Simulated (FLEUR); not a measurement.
# Pt (Im-3m) in FLEUR: a series of runs

The runs below take Pt through band structure, with PBEsol.

All numbers are computed with FLEUR MaX-R8.1 (later development tree); they aren't measurements. Logs are shortened: lines on timing, memory, paths and dates and some standing lists are left out, and cuts for length are marked.

**1. The structure**

It takes space group Im-3m (No. 229, cubic). The conventional cell has a = 3.168 Å, b = 3.168 Å, c = 3.168 Å, α = 90.00°, β = 90.00°, γ = 90.00°. Around Pt (site symmetry m-3m) lie 8 Pt at 2.74 Å.

This isn't the form of Pt at room conditions, which is fcc.

**2. Band structure, PBEsol**

The input, inp.xml:

```xml
<?xml version="1.0" encoding="UTF-8" standalone="no"?>
<fleurInput fleurInputVersion="0.39">
   <comment>
      Pt                                                                                                  
   </comment>
   <calculationSetup>
      <cutoffs Kmax="4.1" Gmax="12.7" GmaxXC="12.7" numbands="0"/>
      <scfLoop itmax="60" minDistance="0.00001" maxIterBroyd="15" imix="Anderson" alpha="0.05" precondParam="0.0" spinf="2.0" sdNocoIR="T"/>
      <coreElectrons ctail="T" frcor="F" kcrel="0" coretail_lmax="0"/>
      <xcFunctional name="PBEs" relativisticCorrections="F"/>
      <magnetism jspins="1"/>
      <soc l_soc="F" theta="0.0" phi="0.0" spav="F"/>
      <expertModes spex="0" secvar="F"/>
      <geometryOptimization l_f="F" forcealpha="1.0" forcemix="BFGS" epsdisp="0.00001" epsforce="0.00001"/>
      <ldaU l_linMix="F" mixParam="0.05" spinf="1.0"/>
   </calculationSetup>
   <cell>
      <bzIntegration valenceElectrons="18.0" mode="hist" fermiSmearingEnergy="0.00183747">
         <kPointListSelection listName="default-1"/>
         <!-- k-points included here -->
         <xi:include xmlns:xi="http://www.w3.org/2001/XInclude" href="kpts.xml"> </xi:include>
      </bzIntegration>
      <!-- symmetry operations included here -->
      <xi:include xmlns:xi="http://www.w3.org/2001/XInclude" href="sym.xml"> </xi:include>
      <bulkLattice scale="1.0">
         <bravaisMatrix>
            <row-1>   -2.9937419211138119     2.9937419211138119     2.9937419211138119</row-1>
            <row-2>    2.9937419211138119    -2.9937419211138119     2.9937419211138119</row-2>
            <row-3>    2.9937419211138119     2.9937419211138119    -2.9937419211138119</row-3>
         </bravaisMatrix>
      </bulkLattice>
   </cell>
   <atomSpecies>
      <species name="Platinum (Pt)" element="Pt" atomicNumber="78">
         <mtSphere radius="2.4" gridPoints="793" logIncrement="0.017"/>
         <atomicCutoffs lmax="10" lnonsphr="10"/>
         <electronConfig flipSpins="F">
            <coreConfig>(1s1/2) (2s1/2) (2p1/2) (2p3/2) (3s1/2) (3p1/2) (3p3/2) (4s1/2) (3d3/2) (3d5/2) (4p1/2) (4p3/2) (4d3/2) (4d5/2) (4f5/2) (4f7/2)</coreConfig>
            <valenceConfig>(5s1/2) (5p1/2) (5p3/2) (6s1/2) (5d3/2) (5d5/2)</valenceConfig>
            <stateOccupation state="(6s1/2)" spinUp="0.500000" spinDown="0.500000"/>
            <stateOccupation state="(5d3/2)" spinUp="1.800000" spinDown="1.800000"/>
            <stateOccupation state="(5d5/2)" spinUp="2.700000" spinDown="2.700000"/>
         </electronConfig>
         <energyParameters s="6" p="6" d="5" f="5"/>
         <lo type="SCLO" l="0" n="5" eDeriv="0"/>
         <lo type="SCLO" l="1" n="5" eDeriv="0"/>
         <lo type="SCLO" l="1" n="5" eDeriv="1"/>
         <lo type="SCLO" l="2" n="5" eDeriv="2"/>
         <lo type="SCLO" l="3" n="5" eDeriv="2"/>
      </species>
   </atomSpecies>
   <atomGroups>
      <atomGroup species="Platinum (Pt)">
         <relPos label="                   1">.0000000000 .0000000000 .0000000000</relPos>
         <force calculate="T" relaxXYZ="TTT"/>
      </atomGroup>
   </atomGroups>
   <output dos="F" band="F" slice="F">
      <checks vchk="F" cdinf="F"/>
      <bandDOS minEnergy="-.5*Htr" maxEnergy="0.5*Htr" sigma="0.015" storeEVData="T"/>
      <vacuumDOS vacdos="F" integ="F" star="F" nstars="0" locx1="0.0" locy1="0.0" locx2="0.0" locy2="0.0" nstm="0" tworkf="0.0"/>
      <unfoldingBand unfoldBand="F" supercellX="1" supercellY="1" supercellZ="1"/>
      <plotting iplot="0" polar="F">
         <plot TwoD="T" vec1="  1.0  0.0  0.0" vec2="  0.0  1.0  0.0" vec3="  0.0  0.0  1.0" zero="  0.0  0.0  0.0" file="plot"/>
      </plotting>
      <chargeDensitySlicing numkpt="0" minEigenval="0.0" maxEigenval="0.0" nnne="0" pallst="F"/>
      <specialOutput eonly="F"/>
      <moessbauerParams electricFieldGradient="T" isomerShift="T" coreHyperfine="T" valenceHyperfine="T"/>
      <magneticCircularDichroism mcd="F" energyLo="-10.0" energyUp="0.0"/>
   </output>
  <!-- We include the file relax.xml here to enable relaxations (see documentation) -->
  <xi:include xmlns:xi="http://www.w3.org/2001/XInclude" href="relax.xml"> <xi:fallback/> </xi:include>
</fleurInput>
```

The input, crystal.txt:

```
Pt
&input cartesian=F /
-1.5842200000  1.5842200000  1.5842200000
1.5842200000  -1.5842200000  1.5842200000
1.5842200000  1.5842200000  -1.5842200000
1.8897261246
1.0 1.0 1.0

1
78 0.0000000000  0.0000000000  0.0000000000

&kpt div1=12 div2=12 div3=12 gamma=T /
```

The input, inp.xml (bands):

```
<?xml version="1.0" encoding="UTF-8" standalone="no"?>
<fleurInput fleurInputVersion="0.39">
   <comment>
      Pt                                                                                                  
   </comment>
   <calculationSetup>
      <cutoffs Kmax="4.1" Gmax="12.7" GmaxXC="12.7" numbands="0"/>
      <scfLoop itmax="60" minDistance="0.00001" maxIterBroyd="15" imix="Anderson" alpha="0.05" precondParam="0.0" spinf="2.0" sdNocoIR="T"/>
      <coreElectrons ctail="T" frcor="F" kcrel="0" coretail_lmax="0"/>
      <xcFunctional name="PBEs" relativisticCorrections="F"/>
      <magnetism jspins="1"/>
      <soc l_soc="F" theta="0.0" phi="0.0" spav="F"/>
      <expertModes spex="0" secvar="F"/>
      <geometryOptimization l_f="F" forcealpha="1.0" forcemix="BFGS" epsdisp="0.00001" epsforce="0.00001"/>
      <ldaU l_linMix="F" mixParam="0.05" spinf="1.0"/>
   </calculationSetup>
   <cell>
      <bzIntegration valenceElectrons="18.0" mode="hist" fermiSmearingEnergy="0.00183747">
         <kPointListSelection listName="path-1"/>
         <!-- k-points included here -->
         <xi:include xmlns:xi="http://www.w3.org/2001/XInclude" href="kpts.xml"> </xi:include>
      </bzIntegration>
      <!-- symmetry operations included here -->
      <xi:include xmlns:xi="http://www.w3.org/2001/XInclude" href="sym.xml"> </xi:include>
      <bulkLattice scale="1.0">
         <bravaisMatrix>
            <row-1>   -2.9937419211138119     2.9937419211138119     2.9937419211138119</row-1>
            <row-2>    2.9937419211138119    -2.9937419211138119     2.9937419211138119</row-2>
            <row-3>    2.9937419211138119     2.9937419211138119    -2.9937419211138119</row-3>
         </bravaisMatrix>
      </bulkLattice>
   </cell>
   <atomSpecies>
      <species name="Platinum (Pt)" element="Pt" atomicNumber="78">
         <mtSphere radius="2.4" gridPoints="793" logIncrement="0.017"/>
         <atomicCutoffs lmax="10" lnonsphr="10"/>
         <electronConfig flipSpins="F">
            <coreConfig>(1s1/2) (2s1/2) (2p1/2) (2p3/2) (3s1/2) (3p1/2) (3p3/2) (4s1/2) (3d3/2) (3d5/2) (4p1/2) (4p3/2) (4d3/2) (4d5/2) (4f5/2) (4f7/2)</coreConfig>
            <valenceConfig>(5s1/2) (5p1/2) (5p3/2) (6s1/2) (5d3/2) (5d5/2)</valenceConfig>
            <stateOccupation state="(6s1/2)" spinUp="0.500000" spinDown="0.500000"/>
            <stateOccupation state="(5d3/2)" spinUp="1.800000" spinDown="1.800000"/>
            <stateOccupation state="(5d5/2)" spinUp="2.700000" spinDown="2.700000"/>
         </electronConfig>
         <energyParameters s="6" p="6" d="5" f="5"/>
         <lo type="SCLO" l="0" n="5" eDeriv="0"/>
         <lo type="SCLO" l="1" n="5" eDeriv="0"/>
         <lo type="SCLO" l="1" n="5" eDeriv="1"/>
         <lo type="SCLO" l="2" n="5" eDeriv="2"/>
         <lo type="SCLO" l="3" n="5" eDeriv="2"/>
      </species>
   </atomSpecies>
   <atomGroups>
      <atomGroup species="Platinum (Pt)">
         <relPos label="                   1">.0000000000 .0000000000 .0000000000</relPos>
         <force calculate="T" relaxXYZ="TTT"/>
      </atomGroup>
   </atomGroups>
   <output dos="F" band="T" slice="F">
      <checks vchk="F" cdinf="F"/>
      <bandDOS minEnergy="-.5*Htr" maxEnergy="0.5*Htr" sigma="0.015" storeEVData="T"/>
      <vacuumDOS vacdos="F" integ="F" star="F" nstars="0" locx1="0.0" locy1="0.0" locx2="0.0" locy2="0.0" nstm="0" tworkf="0.0"/>
      <unfoldingBand unfoldBand="F" supercellX="1" supercellY="1" supercellZ="1"/>
      <plotting iplot="0" polar="F">
         <plot TwoD="T" vec1="  1.0  0.0  0.0" vec2="  0.0  1.0  0.0" vec3="  0.0  0.0  1.0" zero="  0.0  0.0  0.0" file="plot"/>
      </plotting>
      <chargeDensitySlicing numkpt="0" minEigenval="0.0" maxEigenval="0.0" nnne="0" pallst="F"/>
      <specialOutput eonly="F"/>
      <moessbauerParams electricFieldGradient="T" isomerShift="T" coreHyperfine="T" valenceHyperfine="T"/>
      <magneticCircularDichroism mcd="F" energyLo="-10.0" energyUp="0.0"/>
   </output>
  <!-- We include the file relax.xml here to enable relaxations (see documentation) -->
  <xi:include xmlns:xi="http://www.w3.org/2001/XInclude" href="relax.xml"> <xi:fallback/> </xi:include>
</fleurInput>
```

Potentials or basis: all-electron, FLAPW.

Run with:

```bash
$ inpgen -f crystal.txt -profile fastHighL
$ # inp.xml edited to the form shown
$ fleur_MPI
$ fleur_MPI   # second run, on inp.xml (bands)
```

The log of the run:

```text
Welcome to FLEUR        (www.flapw.de)
      MaX-Release 8.1          (www.max-centre.eu)

 ========== k-point set info ==========
 Selected k-point list: default-1
 k-point list type: mesh
 12 x 12 x 12
 Number of k points: 72

 ------------Calculation Setup---------------------------
 Number of MPI-tasks      :            1
 Number of PE/node        :            1
 Number of OMP-threads    :            1
 Most efficient MPI parallelization for:
           1           2           3           4           6           8           9          12          18          24          36          72
 Additional eigenvalue parallelization possible
 Number of basis functions:          175
 Approximate size of matrices (H+S) per k-point:         0.000 GB
 --------------------------------------------------------
 Iteration:     1   Distance:      19.42054860 me/bohr^3
 Iteration:     2   Distance:      17.54201012 me/bohr^3
 Iteration:     3   Distance:       7.42661347 me/bohr^3
 Iteration:     4   Distance:       3.49274537 me/bohr^3
 Iteration:     5   Distance:       3.70834811 me/bohr^3
 Iteration:     6   Distance:       0.26555441 me/bohr^3
 Iteration:     7   Distance:       0.38283842 me/bohr^3
 Iteration:     8   Distance:       0.02025413 me/bohr^3
 Iteration:     9   Distance:       0.01235726 me/bohr^3
 Iteration:    10   Distance:       0.00413999 me/bohr^3
 Iteration:    11   Distance:       0.00030176 me/bohr^3
 Iteration:    12   Distance:       0.00011593 me/bohr^3
 Iteration:    13   Distance:       0.00000147 me/bohr^3

 ********************************************************************
 Run finished successfully
 Stop message:
   all done
 ********************************************************************
```

output (bands):

```text
Welcome to FLEUR        (www.flapw.de)
      MaX-Release 8.1          (www.max-centre.eu)

 ========== k-point set info ==========
 Selected k-point list: path-1
 k-point list type: path
 Number of k points: 60

 ------------Calculation Setup---------------------------
 Number of MPI-tasks      :            1
 Number of PE/node        :            1
 Number of OMP-threads    :            1
 Most efficient MPI parallelization for:
           1           2           3           4           5           6          10          12          15          20          30          60
 Additional eigenvalue parallelization possible
 Number of basis functions:          175
 Approximate size of matrices (H+S) per k-point:         0.000 GB
 --------------------------------------------------------
 Fermi energy correction for metals:
 Fermi energy in bands.* files may not be consistent with last density.
 Please correct it manually (e.g. in band.gnu file).

 Note: Band structure data (together with different weights) is also stored in the banddos.hdf file.
       A convenient way of extracting and plotting the data from that file is by making use of the

 ********************************************************************
 Run finished successfully
 Stop message:
   Charge density postprocessing done.
 ********************************************************************
```

out.xml (last iteration):

```text
<iteration numberForCurrentRun="   13" overallNumber="   13">
         <energyParameters units="Htr">
            <atomicEP atomType="1" spin="1" branch="6s" branchLowest="-3.09" branchHighest="1.92" value="0.3185923685"/>
            <atomicEP atomType="1" spin="1" branch="6p" branchLowest="-1.37" branchHighest="2.93" value="0.4800779768"/>
            <atomicEP atomType="1" spin="1" branch="5d" branchLowest="-10.61" branchHighest="0.71" value="0.4062729259"/>
            <atomicEP atomType="1" spin="1" branch="5f" branchLowest="-1.94" branchHighest="2.83" value="0.7682599812"/>
            <loAtomicEP atomType="1" spin="1" branch="5s" branchLowest="-24.85" branchHighest="-3.09" value="-3.1002509062"/>
            <loAtomicEP atomType="1" spin="1" branch="5p" branchLowest="-18.41" branchHighest="-1.37" value="-1.4546780794"/>
            <loAtomicEP atomType="1" spin="1" branch="5p" branchLowest="-18.41" branchHighest="-1.37" value="-1.4546780794"/>
            <loAtomicEP atomType="1" spin="1" branch="5d" branchLowest="-10.61" branchHighest="0.71" value="0.3922684510"/>
            <loAtomicEP atomType="1" spin="1" branch="5f" branchLowest="-1.94" branchHighest="2.83" value="0.7682514219"/>
         </energyParameters>
         <eigenvalues>
            <eigenvaluesAt spin="1" ikpt="1" k_x="0.00000000" k_y="0.00000000" k_z="0.00000000">
                      -3.1012469498       -1.4074995354       -1.4074995354       -1.4074995354        0.1552957420
                       0.3777976302        0.3777976302        0.3777976302        0.4695905576        0.4695905576
                       1.1294698982        1.1294698982        1.1294698982        1.4926757129        1.4926757129
            </eigenvaluesAt>
            <eigenvaluesAt spin="1" ikpt="2" k_x="0.00000000" k_y="0.00000000" k_z="0.08333333">
                      -3.1011774334       -1.4085094452       -1.4078543484       -1.4074919665        0.1656069041
                       0.3738009665        0.3777463473        0.3860425086        0.4645803452        0.4698765555
                       1.1337008714        1.1365525987        1.1444297021        1.3929738541        1.4116140516
            </eigenvaluesAt>
            <eigenvaluesAt spin="1" ikpt="3" k_x="0.00000000" k_y="0.00000000" k_z="0.16666667">
                      -3.1009873194       -1.4112507665       -1.4088201789       -1.4074728143        0.1944042937
                       0.3633352618        0.3767574535        0.4099299286        0.4558258190        0.4709983960
                       1.1246734778        1.1299386689        1.1869507462        1.3292222411        1.3337393460
            </eigenvaluesAt>
[... 37 lines left out ...]
         </allElectronCharges>
         <moessbauerParams unitsHFF="kG" unitsIS="e/bohr^3" unitsEFG="Htr/bohr^2">
            <coreIsomerShift atomType="1" isTotal="2122818.43916">
               <shell n="1" l="0" isomerShift="1762163.31798"/>
               <shell n="2" l="0" isomerShift="261755.02569"/>
               <shell n="2" l="1" isomerShift="18248.84465"/>
               <shell n="3" l="0" isomerShift="59707.45614"/>
               <shell n="3" l="1" isomerShift="4664.29318"/>
               <shell n="4" l="0" isomerShift="15118.36858"/>
               <shell n="3" l="2" isomerShift="0.00190"/>
               <shell n="4" l="1" isomerShift="1161.13055"/>
               <shell n="4" l="2" isomerShift="0.00050"/>
               <shell n="4" l="3" isomerShift="0.00000"/>
            </coreIsomerShift>
            <isomerShift atomType="1" nucleusRadius="0.0001370" averageDensity="2125897.52436"/>
            <electricFieldGradient atomType="1" VXX="0.00000" VYY="0.00000" VZZ="0.00000" asymParam="0.00000">
            </electricFieldGradient>
         </moessbauerParams>
         <totalEnergy                                    value="   -18441.5813843215" units="Htr">
            <sumOfEigenvalues                            value="   -11316.3211233229">
               <coreElectrons value="-11305.5345089044"/>
               <valenceElectrons value="-10.7866144185"/>
            </sumOfEigenvalues>
            <densityCoulombPotentialIntegral value="-31955.4476184925"/>
            <densityEffectivePotentialIntegral value="-32419.2894319234"/>
            <chargeDenXCDenIntegral value="-352.1219634966"/>
            <FockExchangeEnergyValence value="0.0000000000"/>
            <FockExchangeEnergyCore value="0.0000000000"/>
            <atomTypeDependentContributions atomType="1">
               <electronNucleiInteractionDifferentMTs value="23164.8893972975"/>
               <MadelungTerm value="-49.8145228816"/>
            </atomTypeDependentContributions>
            <tkbTimesEntropy value="0.0002283914"/>
            <freeEnergy value="-18441.5816127129"/>
            <extrapolationTo0K value="-18441.5814985172"/>
         </totalEnergy>
         <densityConvergence units="me/bohr^3">
            <chargeDensity spin="1" distance="0.0000014732"/>
         </densityConvergence>
      </iteration>
```

It took 15 s on 1 thread of Arm Neoverse V2, shared host; peak memory 0.06 GiB.

What came out:

* Free energy: -501821.0003 eV
* Band gap along the path: none (metal or under the smearing width)
* Valence electrons inside the program's atomic spheres: Pt 16.09 (radii Pt 2.4 bohr)

Levels at the corners of the path, in eV from the Fermi level:
```tsv
point	band 5	band 6	band 7	band 8	band 9	band 10	band 11	band 12	band 13	band 14
Γ	-9.45	-3.40	-3.40	-3.40	-0.90	-0.90	17.06	17.06	17.06	26.94
H	-5.97	-5.97	0.60	0.60	0.60	7.65	7.65	7.65	12.72	18.92
N	-6.48	-4.81	-1.09	-0.58	0.28	1.12	6.29	13.25	15.80	23.89
Γ	-9.45	-3.40	-3.40	-3.40	-0.90	-0.90	17.06	17.06	17.06	26.94
P	-4.20	-4.20	-4.20	-0.51	-0.51	4.74	9.39	9.39	9.39	27.79
H	-5.97	-5.97	0.60	0.60	0.60	7.65	7.65	7.65	12.72	18.92
P	-4.20	-4.20	-4.20	-0.51	-0.51	4.74	9.39	9.39	9.39	27.79
N	-6.48	-4.81	-1.09	-0.58	0.28	1.12	6.29	13.25	15.80	23.89
```

Core levels (eV from the Fermi level):
| atom | levels |
| --- | --- |
| 1 Pt | 1s1/2 -78284.2, 2s1/2 -13739.4, 2p1/2 -13167.6, 2p3/2 -11439.3, 3s1/2 -3224.2, 3p1/2 -2967.8, 3p3/2 -2588.0, 4s1/2 -689.8, 3d3/2 -2161.4, 3d5/2 -2079.5, 4p1/2 -581.2, 4p3/2 -490.6, 4d3/2 -312.7, 4d5/2 -295.8, 4f5/2 -68.5, 4f7/2 -65.0 |

Caveat: spin-orbit coupling is left out, which moves the levels of the heavy elements.

**3. Band structure, PBEsol, spin-orbit coupling, no magnetisation**

Edit inp.xml of step 2 so:

```diff
@@ -6,3 +6,3 @@
    <calculationSetup>
-      <cutoffs Kmax="4.1" Gmax="12.7" GmaxXC="12.7" numbands="0"/>
+      <cutoffs Kmax="4.1" Gmax="12.7" GmaxXC="12.7" numbands="all"/>
       <scfLoop itmax="60" minDistance="0.00001" maxIterBroyd="15" imix="Anderson" alpha="0.05" precondParam="0.0" spinf="2.0" sdNocoIR="T"/>
@@ -11,3 +11,3 @@
       <magnetism jspins="1"/>
-      <soc l_soc="F" theta="0.0" phi="0.0" spav="F"/>
+      <soc l_soc="T" theta="0.0" phi="0.0" spav="F"/>
       <expertModes spex="0" secvar="F"/>
```

Edit crystal.txt of step 2 so:

```diff
@@ -11,2 +11,3 @@
 
-&kpt div1=12 div2=12 div3=12 gamma=T /
+&soc 0.0 0.0 /
+&kpt div1=9 div2=9 div3=9 gamma=T /
```

Edit inp.xml (bands) of step 2 so:

```diff
@@ -6,3 +6,3 @@
    <calculationSetup>
-      <cutoffs Kmax="4.1" Gmax="12.7" GmaxXC="12.7" numbands="0"/>
+      <cutoffs Kmax="4.1" Gmax="12.7" GmaxXC="12.7" numbands="all"/>
       <scfLoop itmax="60" minDistance="0.00001" maxIterBroyd="15" imix="Anderson" alpha="0.05" precondParam="0.0" spinf="2.0" sdNocoIR="T"/>
@@ -11,3 +11,3 @@
       <magnetism jspins="1"/>
-      <soc l_soc="F" theta="0.0" phi="0.0" spav="F"/>
+      <soc l_soc="T" theta="0.0" phi="0.0" spav="F"/>
       <expertModes spex="0" secvar="F"/>
```

Potentials or basis: all-electron, FLAPW.

Run with:

```bash
$ inpgen -f crystal.txt -profile fastHighL
$ # inp.xml edited to the form shown
$ fleur_MPI
$ fleur_MPI   # second run, on inp.xml (bands)
```

It took 4.6 min on 1 thread of Arm Neoverse V2, shared host; peak memory 0.16 GiB.

Results (log left out):

```
Free energy                                           : -501823.2522 eV
Band gap along the path                               : none (metal or under the smearing width)
Valence electrons inside the program's atomic spheres : Pt 16.08 (radii Pt 2.4 bohr)
```

Levels at the corners of the path, in eV from the Fermi level:
```csv
point,band 16,band 17,band 18,band 19,band 20,band 21
Γ,-2.94,-0.82,-0.82,-0.82,-0.82,17.01
H,0.20,1.23,1.23,6.11,6.11,8.41
N,-0.65,0.22,0.22,1.17,1.17,6.28
Γ,-2.94,-0.82,-0.82,-0.82,-0.82,17.01
P,-0.53,-0.53,-0.53,4.69,4.69,8.85
H,0.20,1.23,1.23,6.11,6.11,8.41
P,-0.53,-0.53,-0.53,4.69,4.69,8.85
N,-0.65,0.22,0.22,1.17,1.17,6.28
```

Core levels (eV from the Fermi level):
| atom | levels |
| --- | --- |
| 1 Pt | 1s1/2 -78284.3, 2s1/2 -13739.5, 2p1/2 -13167.7, 2p3/2 -11439.4, 3s1/2 -3224.3, 3p1/2 -2967.9, 3p3/2 -2588.0, 4s1/2 -689.9, 3d3/2 -2161.5, 3d5/2 -2079.6, 4p1/2 -581.2, 4p3/2 -490.7, 4d3/2 -312.8, 4d5/2 -295.9, 4f5/2 -68.6, 4f7/2 -65.1 |
